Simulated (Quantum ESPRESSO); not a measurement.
PbS (Galena) under changes of volume

One of the cells (26.086 Å³/atom); the others are scaled copies at fixed shape and fractional positions:

```
Pb S
1.0
     0.00000    2.96575    2.96575
     2.96575    0.00000    2.96575
     2.96575    2.96575    0.00000
Pb S
1 1
Direct
  0.00000 0.00000 0.00000
  0.50000 0.50000 0.50000
```

```yaml
Program: Quantum ESPRESSO 7.5
Functional: r2SCAN
Potentials_or_basis: SG15 PBE 1.2
Cutoff: 762 eV
Density_cutoff: 3048 eV
k_mesh: 6 × 6 × 6
Occupations: fermi-dirac, width 0.05 eV
Spin: no spin polarisation
```

| volume (Å³/atom) | energy over the lowest point (meV/atom) | pressure (GPa) | gap on the mesh (eV) |
| --- | --- | --- | --- |
| 24.521 | 20.92 | 4.4 | 0.52 |
| 25.042 | ? | ? | ? |
| 25.564 | 2.35 | 1.3 | 0.69 |
| 26.086 | 0.00 | 0.0 | 0.76 |
| 26.607 | 1.64 | -1.1 | 0.83 |
| 27.129 | 6.87 | -2.2 | 0.89 |
| 27.651 | 15.30 | -3.1 | 0.94 |

Problem. What does the run at 25.042 Å³/atom give?

Solution. Energy over the lowest point 9.16 meV/atom; pressure 2.7 GPa; gap on the mesh 0.61 eV.

Worked out: A Birch-Murnaghan fit of order 3 (a polynomial in V^(-2/3)) to the other rows has its minimum at 26.12 Å³/atom with B0 = V·E''(V) = 61 GPa and B' = 4.5. It gives 9.16 meV/atom at 25.042 Å³/atom, against the run's 9.16, and -dE/dV = 2.8 GPa, against 2.7. A parabola through the other rows of the gap, of slope 4.07 eV per unit of ln V (its deformation potential) there, gives 0.61 eV, against the run's 0.61.

Energies are extrapolated to zero smearing.

Caveats: the potentials were made for another functional, which shifts forces and pressure; spin-orbit coupling is left out, which as a rule narrows the gap of such compounds by several tenths of an eV.

A mesh can miss the band edges.
